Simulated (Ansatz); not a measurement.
WSi$_{2}$: enthalpy against pressure

WSi$_{2}$, I4/mmm, a = 3.229 Å, c = 7.867 Å. Ansatz: PBE, PAW, 420 eV, Γ-centred 18×18×18 mesh on 3 atoms, Gaussian smearing 0.10 eV; no spin polarisation. Cell and atoms are relaxed at each pressure, and no other structure is tried, so the rows at high pressure may lie past a change of phase. y is the enthalpy over the state at zero pressure; there V0 = 13.670 Å³/atom. The pressures are the targets, met within 0.03 GPa.

| P (GPa) | y (eV/atom) |
| --- | --- |
| -1.0 | -0.0855 |
| 0.0 | 0.0000 |
| 1.0 | 0.0851 |
| 4.0 | 0.3383 |
| 12.0 | 0.9982 |
| 25.0 | ? |
| 50.0 | 3.9052 |
| 90.0 | 6.6852 |

Problem. Fit y = c1 P + c2 P² + c3 P³ to the other rows, say what c1 and c2 mean, and predict the missing value.

Solution. Least squares on the rows shown. y = 0.085112 P − 0.00016495 P² + 4.9541×10⁻⁷ P³. Since dH/dP = V, c1 is V0: 0.085112 eV/GPa × 160.2 = 13.635 Å³ against 13.670; c2 = −V0/(2B0) gives B0 = 258 GPa, where a Birch–Murnaghan fit to the volumes of the same runs (not shown) gives 218 GPa: a cubic over this range folds the higher terms into c2. At P = 25.0 the fit asked for gives 2.0324 eV/atom. The run gave 2.0303 eV/atom, so the fit is 0.0021 eV/atom too high, 0.031 % of the span of the series, against an rms of 0.0002 eV/atom on the fitted rows. With a term in P⁴ added, a fit to the same known rows predicts 2.0299 eV/atom, so most of the miss is curvature that the known rows already hold.

The mesh isn't the same in all rows (18×18×18, 20×20×20). Spin–orbit coupling is left out, which can shift energies with elements as heavy as these.